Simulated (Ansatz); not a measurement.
A relaxation computed with Ansatz, from input to last step.

```yaml
crystal:
  lattice:
    - [3.6710396674, 0.0, 0.0]
    - [-1.8355198337, 3.1792136103, 0.0]
    - [0.0, 0.0, 5.8772410753]
  atoms:
    - { symbol: Zr, position: [0.0, 0.0, 0.0] }
    - { symbol: Se, position: [0.3333333333, 0.6666666667, 0.2701979557] }
    - { symbol: Se, position: [0.6666666667, 0.3333333333, 0.7298020443] }
basis:
  ecutwfc: 420
kpoints:
  mp_grid: { grid: [15, 15, 8] }
hamiltonian:
  xc: pbe
  dispersion: d3bj
scf:
  occupations: { method: gaussian, width: 0.1 }
output:
  forces: true
  stress: true
  eigenvalues: true
relax:
  adjacent_minimum: "off"
  f_tol: 0.01
  max_steps: 30
  cell: { stress_tol: 0.1, fix: [volume] }
```

```bash
ansatz run input.yaml --threads 1 --pin off --max-ram 2560MiB --backend cpu --events-out ev --progress --plain --runs-dir out
```

These are results of DFT PBE+D3(BJ), scalar-relativistic, plane waves, PAW (Ansatz), not measurements.

The volume is held at 0.94 times that of the relaxed cell.

Of 4 frames 3 are shown, positions in Å and forces in eV/Å; the SCF threshold varies from step to step. Steps run on the plane waves of an earlier cell, with a Pulay correction in the pressure. The basis is chosen afresh for the last frame, the zero of the energies, and at times for earlier ones too; energy and pressure step there, also at an unchanged geometry. The mark taken_back stands on steps that the optimiser undid.

```xyz
3
Lattice="3.6710 0.0000 0.0000 -1.8355 3.1792 0.0000 0.0000 0.0000 5.8772" Properties=species:S:1:pos:R:3:forces:R:3 pbc="T T T" step=1 free_energy_over_end_meV_per_atom=3.47 pressure_GPa=4.11
Zr    0.0000    0.0000    0.0000    0.0000    0.0000    0.0000
Se    0.0000    2.1195    1.5880    0.0000    0.0000    0.3484
Se    1.8355    1.0597    4.2892    0.0000    0.0000   -0.3484
3
Lattice="3.6919 0.0000 0.0000 -1.8460 3.1973 0.0000 0.0000 0.0000 5.8110" Properties=species:S:1:pos:R:3:forces:R:3 pbc="T T T" step=2 free_energy_over_end_meV_per_atom=17.94 pressure_GPa=-0.55 taken_back
Zr    0.0000    0.0000    0.0000    0.0000    0.0000    0.0000
Se    0.0000    2.1315    1.6679    0.0000    0.0000   -0.7965
Se    1.8460    1.0658    4.1430    0.0000    0.0000    0.7965
3
Lattice="3.6821 0.0000 0.0000 -1.8410 3.1888 0.0000 0.0000 0.0000 5.8421" Properties=species:S:1:pos:R:3:forces:R:3 pbc="T T T" step=4 free_energy_over_end_meV_per_atom=0.00 pressure_GPa=2.53
Zr    0.0000    0.0000    0.0000    0.0000    0.0000    0.0000
Se    0.0000    2.1258    1.6094    0.0000    0.0000   -0.0075
Se    1.8410    1.0629    4.2327    0.0000    0.0000    0.0075
```

It took 32 s on 1 thread of AMD EPYC 9R45 96-Core Processor (Zen 5), with other jobs on the host, peak memory 0.64 GiB.